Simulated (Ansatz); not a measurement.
# CdC2: a trial structure relaxed

Where does CdC2 go from the start given, beta-cristobalite type (Fd-3m, No. 227)?

Computed with Ansatz 0.2.0 (DFT r2SCAN, scalar-relativistic, plane waves, PAW, unless a step's input says otherwise).

2 further runs of the same task are left out: 1 that didn't finish, 1 set aside as unsound or not needed.

### Step 1. The structure to begin with

It takes space group Fd-3m (No. 227, cubic). The conventional cell has a = 7.491 Å, b = 7.491 Å, c = 7.491 Å, α = 90.00°, β = 90.00°, γ = 90.00°. Cd (site symmetry -43m) has 4 C at 1.62 Å as nearest neighbours. C (site symmetry -3m) is surrounded by 2 Cd at 1.62 Å.

Coordinates:

```
CELL_PARAMETERS angstrom
0.00000 3.74541 3.74541
3.74541 0.00000 3.74541
3.74541 3.74541 0.00000
ATOMIC_POSITIONS crystal
Cd 0.50000 0.50000 0.50000
Cd 0.75000 0.75000 0.75000
C 0.62500 0.62500 0.62500
C 0.12500 0.62500 0.62500
C 0.62500 0.62500 0.12500
C 0.62500 0.12500 0.62500
```

(A quick probe on a coarse mesh, which set the mesh and smearing, is not shown.)

### Step 3. A loose first relaxation

Input file input.yaml:

```yaml
crystal:
  lattice:
    - [0.0, 3.7454087168, 3.7454087168]
    - [3.7454087168, 0.0, 3.7454087168]
    - [3.7454087168, 3.7454087168, 0.0]
  atoms:
    - { symbol: Cd, position: [0.5, 0.5, 0.5], spin: 0.19 }
    - { symbol: Cd, position: [0.75, 0.75, 0.75], spin: 0.19 }
    - { symbol: C, position: [0.625, 0.625, 0.625], spin: 0.58 }
    - { symbol: C, position: [0.125, 0.625, 0.625], spin: 0.58 }
    - { symbol: C, position: [0.625, 0.625, 0.125], spin: 0.58 }
    - { symbol: C, position: [0.625, 0.125, 0.625], spin: 0.58 }
basis:
  ecutwfc: 500
kpoints:
  mp_grid: { grid: [4, 4, 4] }
hamiltonian:
  xc: r2scan
scf:
  occupations: { method: gaussian, width: 0.1 }
  lower_state_search: "off"
output:
  forces: true
  stress: true
  eigenvalues: true
  populations: true
magnetization:
  spin_polarized: true
relax:
  adjacent_minimum: "off"
  f_tol: 0.04
  max_steps: 70
  cell: { stress_tol: 0.4 }
```

Launch:

```console
> ansatz run input.yaml --threads 1 --pin off --max-ram 2560MiB --backend cpu --events-out ev --progress --plain --runs-dir out
```

The session goes on with these runs: full relaxation.

What does the calculation give?

**Answer**, as computed:

Formation energies count from the elements, computed with the same settings in runs not shown here.

| quantity | value |
| --- | --- |
| cell (conventional) | a = 9.849 Å, b = 9.849 Å, c = 9.849 Å, α = 90.00°, β = 90.00°, γ = 90.00° |
| space group | Fd-3m (No. 227) |
| volume | 39.81 Å³/atom |
| gap on the mesh | none (metal) |
| formation energy from the elements | +3.946 eV/atom |
| largest moment | 0.64 μB |

In words: The space group stayed Fd-3m, and from the first guess the volume went from 17.51 to 39.81 Å³/atom. The formation energy of +3.95 eV/atom is positive, so the elements lie lower than this structure; another structure of the compound can lie lower. Other magnetic orders or occupations could lie lower; they were not searched in full. The small moment in this metal comes from r2SCAN alone, which enlarges such moments; no other functional was run here.
